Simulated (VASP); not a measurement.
# MgB2 (P6/mmm) in VASP: a series of runs, part 2 of 2

VASP 6.6.1. The steps go on from the part before.

## 5. Relaxation of cell and atoms, r2SCAN

This run uses another cell than the first one, of 9.52 Å³/atom, 0.984 times its volume.

INCAR reads:

```
ALGO     = Normal         # electronic algorithm
EDIFF    = 1E-7           # SCF threshold, eV
EDIFFG   = -0.005         # ionic threshold
ENCUT    = 600            # plane-wave cutoff, eV
IBRION   = 2              # ionic algorithm
ISIF     = 3              # what is computed and relaxed
ISMEAR   = 1              # smearing method
LASPH    = T              # aspherical terms in the spheres
LCHARG   = F              # write CHGCAR
LMIXTAU  = T            
LREAL    = F              # projectors in reciprocal space
LWAVE    = F              # write WAVECAR
METAGGA  = R2SCAN         # meta-GGA
NELM     = 80             # most SCF steps
NSW      = 90             # ionic steps
PREC     = Accurate       # precision mode
SIGMA    = 0.1            # smearing width, eV
```

KPOINTS reads:

```
k-points
0
Gamma
  15 15 10
```

POSCAR reads:

```
MgB2                                    
1.0
    3.0649304407      0.0000000000      0.0000000000
   -1.5324652204      2.6543076218     -0.0000000000
   -0.0000000000      0.0000000000      3.5108890429
  Mg              B             
     1     2
Direct
     1.0000000000000000    1.0000000000000000    1.0000000000000000
     0.3333333300000021    0.6666666699999979    0.5000000000000000
     0.6666666699999979    0.3333333300000021    0.5000000000000000
```

Potentials or basis: VASP PAW PBE potentials, release 64 (Mg, B).

Launch:

```bash
$ cat potpaw_PBE.64/Mg/POTCAR potpaw_PBE.64/B/POTCAR > POTCAR
$ mpirun -np 1 vasp_std > vasp.out
```

OUTCAR:

```text
EDIFF = 1E-7
   EDIFFG = -0.005
   ENCUT = 600
   IBRION = 2
   ISIF = 3
   ISMEAR = 1
   LASPH = T
   LREAL = F
   METAGGA = R2SCAN
   NELM = 80
   NSW = 90
   PREC = Accurate

 ion  position               nearest neighbor table
   1  0.000  0.000  0.000-   2 2.49   3 2.49   2 2.49   3 2.49   2 2.49   2 2.49   3 2.49   3 2.49
                             3 2.49   3 2.49   2 2.49   2 2.49
   2  0.333  0.667  0.500-   3 1.77   3 1.77   3 1.77   1 2.49   1 2.49   1 2.49   1 2.49   1 2.49
                             1 2.49
   3  0.667  0.333  0.500-   2 1.77   2 1.77   2 1.77   1 2.49   1 2.49   1 2.49   1 2.49   1 2.49
                             1 2.49

  LATTYP: Found a hexagonal cell.
 ALAT       =     3.0649304407
 C/A-ratio  =     1.1455036618

  Lattice vectors:

 A1 = (   3.0649304407,   0.0000000000,   0.0000000000)
 A2 = (  -1.5324652204,   2.6543076218,   0.0000000000)
 A3 = (   0.0000000000,   0.0000000000,   3.5108890429)

Analysis of symmetry for initial positions (statically):
=====================================================================
 Subroutine PRICEL returns:
 Original cell was already a primitive cell.

 Routine SETGRP: Setting up the symmetry group for a
 hexagonal supercell.

[... 174 lines left out ...]
 fundamental gap:      0.0279758555
 Fermi energy:         5.3817346218

 k-point     1 :       0.0000    0.0000    0.0000
  band No.  band energies     occupation
      1      -7.9333      2.00000
      2       2.1920      2.00000
      3       5.8010     -0.00000
      4       5.8010     -0.00000
      5       7.3582     -0.00000
      6      12.1108      0.00000
      7      12.1108      0.00000
      8      14.1027      0.00000
[... 243 lines left out ...]
 k-point    24 :       0.4000    0.2000    0.0000
  band No.  band energies     occupation
      1      -3.3434      2.00000
      2      -2.5153      2.00000
      3       0.6834      2.00000
      4       6.1883     -0.00000
      5       8.3083      0.00000
      6      11.5406      0.00000
      7      11.8140      0.00000
      8      14.4314      0.00000

 [... further k-points ...]
[... 5 lines left out ...]
  --------------------------------------------------------------------------------------
  -------------------------------------------------------------------------------------
  Total       -0.0068012     -0.0068012     -0.0096386      0.0000000      0.0000000      0.0000000
  in kB       -0.3815092     -0.3815092     -0.5406733      0.0000000      0.0000000      0.0000000
  external PRESSURE =      -0.4345639 kB  Pullay stress =       0.0000000 kB

 VOLUME and BASIS-vectors are now :
 -----------------------------------------------------------------------------
  energy-cutoff  :      600.00
  volume of cell :       28.56
      direct lattice vectors                 reciprocal lattice vectors
     3.064930441  0.000000000  0.000000000     0.326271679  0.188373042  0.000000000
    -1.532465220  2.654307622  0.000000000     0.000000000  0.376746083  0.000000000
     0.000000000  0.000000000  3.510889043     0.000000000  0.000000000  0.284828141

 POSITION                                       TOTAL-FORCE (eV/Angst)
 -----------------------------------------------------------------------------------
      0.00000      0.00000      0.00000         0.000000      0.000000      0.000000
     -0.00000      1.76954      1.75544         0.000000      0.000000      0.000000
      1.53247      0.88477      1.75544        -0.000000     -0.000000      0.000000
 -----------------------------------------------------------------------------------
    total drift:                                0.000000      0.000000      0.000000

  FREE ENERGIE OF THE ION-ELECTRON SYSTEM (eV)
  ---------------------------------------------------
  free  energy   TOTEN  =       -19.4076099665 eV

  energy  without entropy=      -19.4076476008  energy(sigma->0) =      -19.40762251

 reached required accuracy - stopping structural energy minimisation
```

CONTCAR:

```text
MgB2
   1.00000000000000
     3.0649304407000000    0.0000000000000000    0.0000000000000000
    -1.5324652204000000    2.6543076218000001    0.0000000000000000
     0.0000000000000000    0.0000000000000000    3.5108890429000001
  Mg              B
     1     2
Direct
     0.0000000000000000    0.0000000000000000    0.0000000000000000
     0.3333333300000021    0.6666666699999979    0.5000000000000000
     0.6666666699999979    0.3333333300000021    0.5000000000000000

  0.00000000E+00  0.00000000E+00  0.00000000E+00
  0.00000000E+00  0.00000000E+00  0.00000000E+00
  0.00000000E+00  0.00000000E+00  0.00000000E+00
```

It took 1.7 min on 1 thread of Intel Xeon Platinum 8488C (Sapphire Rapids), shared host; peak memory 0.19 GiB.

What came out:

| Item | Value |
| --- | --- |
| Free energy | -19.4076 eV |
| Pressure after relaxing | 0.0 GPa |
| Band gap on the k mesh | none (metal or under the smearing width) |

Final structure:
```cif
data_structure
_symmetry_space_group_name_H-M 'P 1'
_symmetry_Int_Tables_number 1
_cell_length_a 3.0649
_cell_length_b 3.0649
_cell_length_c 3.5109
_cell_angle_alpha 90.000
_cell_angle_beta 90.000
_cell_angle_gamma 120.000
_cell_volume 28.56
loop_
_atom_site_label
_atom_site_type_symbol
_atom_site_fract_x
_atom_site_fract_y
_atom_site_fract_z
_atom_site_occupancy
Mg1 Mg 0.00000 0.00000 0.00000 1
B1 B 0.33333 0.66667 0.50000 1
B2 B 0.66667 0.33333 0.50000 1
```

Caveat: the relaxation stopped at its first step, so nothing moved; the PAW data sets were made with another functional, which shifts forces and pressure a little.
